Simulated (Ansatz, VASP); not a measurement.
# One calculation of ZnO, two programs

INCAR

```
PREC = Accurate
ENCUT = 600
EDIFF = 1E-6
ISMEAR = 0
SIGMA = 0.02
LREAL = False
LASPH = True
NELM = 100
ALGO = Normal
ISIF = 3
LWAVE = False
LCHARG = False
GGA = PE
IBRION = 2
NSW = 100
EDIFFG = -0.01
```

The input KPOINTS:

```
regular mesh
0
Gamma
  6 6 8
```

The input POSCAR:

```
ZnO
1.0
    4.9340758593      0.0000000000      0.0000000000
   -2.4670379297      4.2730350384      0.0000000000
    0.0000000000      0.0000000000      3.4589743663
Zn O
1 1
Direct
    0.0000000000      0.0000000000      0.0000000000
    0.0000000000      0.0000000000      0.5000000000
```

Input for Ansatz:

```yaml
crystal:
  lattice:
    - [4.9340705468, 0.0, 0.0]
    - [-2.4670352734, 4.2730304376, 0.0]
    - [0.0, 0.0, 3.4589746673]
  atoms:
    - { symbol: Zn, position: [0.0, 0.0, 0.0] }
    - { symbol: O, position: [0.0, 0.0, 0.5] }
basis:
  ecutwfc: 420
kpoints:
  mp_grid: { grid: [6, 6, 8] }
hamiltonian:
  xc: pbe
scf:
  occupations: { method: gaussian, width: 0.02 }
output:
  forces: true
  stress: true
  eigenvalues: true
relax:
  adjacent_minimum: "off"
  f_tol: 0.01
  max_steps: 80
  cell: { stress_tol: 0.05 }
```

Alike in both runs: task relaxation of cell and atoms; functional PBE; k mesh 6 × 6 × 8; occupations gaussian, width 0.02 eV; no spin polarisation.

```csv
,VASP,Ansatz
version,VASP 6.6.1,Ansatz 0.2.0
potentials or method,"VASP PAW PBE potentials, release 64 (Zn, O)","scalar-relativistic, plane waves, PAW"
plane-wave cutoff (eV),600,420
valence electrons in the cell,18,18
```

|  | VASP | Ansatz | Ansatz less VASP |
| --- | --- | --- | --- |
| gap on the k mesh at the Fermi level, each at its own relaxed structure (eV) | 1.77 | 1.80 | +0.037 |
| relaxed volume (Å³/atom) | 36.59 | 36.46 | -0.126 |
| relaxed cell length with the largest relative difference (Å) | 3.472 | 3.459 | -0.0131 |

A k mesh can miss the band edges.
